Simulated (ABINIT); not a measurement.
Runs of ABINIT 10.8.3 (patched build) on Bi. The structure is cubic, space group Im-3m (No. 229). The conventional cell has a = 3.963 Å, b = 3.963 Å, c = 3.963 Å, α = 90.00°, β = 90.00°, γ = 90.00°. Around Bi (site symmetry m-3m) lie 8 Bi at 3.43 Å. This isn't the form of Bi at room conditions, which is rhombohedral.

```csv
task,level,potentials or basis,k mesh,cutoff (eV),smearing,bands in the sums,broadening (eV),scissor shift (eV),tensor components,gap on the mesh (eV),pressure (GPa)
single point,LDA,PseudoDojo NC SR LDA v0.4 stringent,7 × 7 × 7,871,fermi-dirac 0.05 eV,-,-,-,-,none,-7.2
single point,PBEsol,PseudoDojo NC SR PBEsol v0.4.1 standard,7 × 7 × 7,789,fermi-dirac 0.05 eV,-,-,-,-,none,-1.8
optical spectrum,LDA,PseudoDojo NC SR LDA v0.4 stringent,"12 × 12 × 12, with 2 shifts",871,cold (ABINIT) 0.2 eV,24,0.2,0,[11],-,(a)
optical spectrum,PBEsol,PseudoDojo NC SR PBEsol v0.4.1 standard,"12 × 12 × 12, with 2 shifts",789,methfessel-paxton 0.1 eV,14,0.1,0,[11],-,-2.9
```

Alike in all rows: no spin polarisation; cell as given.

Task: Fill in the values left out.

Result: (a) -8.3.

Caveats: spin-orbit coupling is left out, which moves the levels of the heavy elements; the intraband (Drude) term is left out (some runs); spectra need much finer meshes, so this one isn't converged (some runs).

A k mesh can miss the band edges, and the runs leave out spin-orbit coupling on Bi.

A gap of «none» marks a metal or a gap under the smearing width.

Not every run made on this cell is shown here.
